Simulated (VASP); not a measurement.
Wanted: the native input for a VASP 6.6.1 run.

```
Task                   : dielectric tensor
Functional             : PBEsol
Potentials or basis    : VASP PAW PBE potentials, release 64 (C, O)
Cutoff                 : 600 eV
k mesh                 : 12 × 12 × 12
Occupations            : gaussian, width 0.03 eV
Spin                   : no spin polarisation
Further INCAR settings : ALGO = Fast; EDIFF = 1e-08
```

The structure of CO2 lies in POSCAR:

```
CO2                                     
1.0
   -1.9604904386      1.9604904386      2.9709707791
    1.9604904386     -1.9604904386      2.9709707791
    1.9604904386      1.9604904386     -2.9709707791
  C               O             
     2     4
Direct
     0.0000000000000000    0.0000000000000000    0.0000000000000000
     0.7500000000000000    0.2500000000000000    0.5000000000000000
     0.3750000000000000    0.2929175044303634    0.4179175044303634
     0.7070824955696366    0.1250000000000000    0.0820824955696366
     0.8750000000000000    0.9570824955696366    0.5820824955696366
     0.0429175044303634    0.6250000000000000    0.9179175044303634
```

The input as run:

INCAR

```
  PREC = Accurate
  ENCUT = 600
  EDIFF = 1E-8
  ISMEAR = 0
  SIGMA = 0.03
  LREAL = False
  LASPH = True
  NELM = 80
  ALGO = Fast
  ISIF = 2
  LWAVE = False
  LCHARG = False
  GGA = PS
  LEPSILON = True
  KPAR = 2
```

KPOINTS

```
Automatic mesh
0
Gamma
  12 12 12
```

Potentials or basis: VASP PAW PBE potentials, release 64 (C, O).

Launch:

```sh
$ cat potpaw_PBE.64/C/POTCAR potpaw_PBE.64/O/POTCAR > POTCAR
$ mpirun -np 2 vasp_std > vasp.out
```

It gave:

```yaml
Band_gap_on_the_k_mesh: 7.56 eV, indirect (least direct gap 7.99 eV)
Electronic_dielectric_tensor_diagonal: 3.24, 3.24, 3.21
Born_charges_mean_of_the_diagonal: C +2.89; O -1.44 e
```

Wall time 11 min on 2 MPI ranks on Intel(R) Xeon(R) Platinum 8488C (Sapphire Rapids), with other jobs on the host, peak memory 1.1 GiB a rank.
